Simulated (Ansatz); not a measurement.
**Relaxing Re (bcc)**

Method: r²SCAN, scalar-relativistic; no spin polarisation; PAW, 500 eV, Γ-centred 18×18×18 mesh, 0.05 eV Gaussian smearing; code Ansatz. The datasets are Ansatz's generated set soft_2.

At room temperature and ambient pressure Re is hcp.

Starting cell:

```
Re
1.0
    -1.54329    1.54329    1.54329
     1.54329   -1.54329    1.54329
     1.54329    1.54329   -1.54329
Re
1
Direct
  0.00000 0.00000 0.00000
```

The runs in order:

```csv
run,level,k-mesh,kind,V (Å³/atom),P (GPa),E − E(final) (meV/atom),gap on the mesh (eV)
1,"PBE, 420 eV",8×8×8,fixed cell,14.70,9.5,–,metal
2,"PBE, 420 eV",8×8×8,fixed cell,15.64,-11.8,–,metal
3,"PBE, 420 eV",8×8×8,fixed cell,15.08,0.0,–,metal
4,r²SCAN,18×18×18,fixed cell,15.08,-5.9,4.6,metal
5,r²SCAN,18×18×18,fixed cell,14.49,9.5,10.1,metal
6,r²SCAN,18×18×18,fixed cell,14.84,0.0,0.0,metal
```

The cell is relaxed to zero pressure at this level.

The final structure (symmetry read at 0.01 Å). The structure is cubic, space group Im-3m (No. 229). Conventional cell: a = 3.096 Å, b = 3.096 Å, c = 3.096 Å, α = 90.00°, β = 90.00°, γ = 90.00°. Around Re (site symmetry m-3m) lie 8 Re at 2.68 Å. (Shells end 15 % past the nearest neighbour.)

| atom | site | symmetry | x | y | z |
| --- | --- | --- | --- | --- | --- |
| Re | 2a | m-3m | 0.0000 | 0.0000 | 0.0000 |

- At the final geometry the gap, band path included, is zero (metallic).

**Reading the result.**

With 15 valence electrons in the calculation's cell and no magnetic order, the bands, two electrons each, can't all be full or empty: band theory demands a metal. (Only strong correlation, outside this picture, could make a Mott insulator of it.)

Spin–orbit coupling, which matters for such heavy elements, is left out.
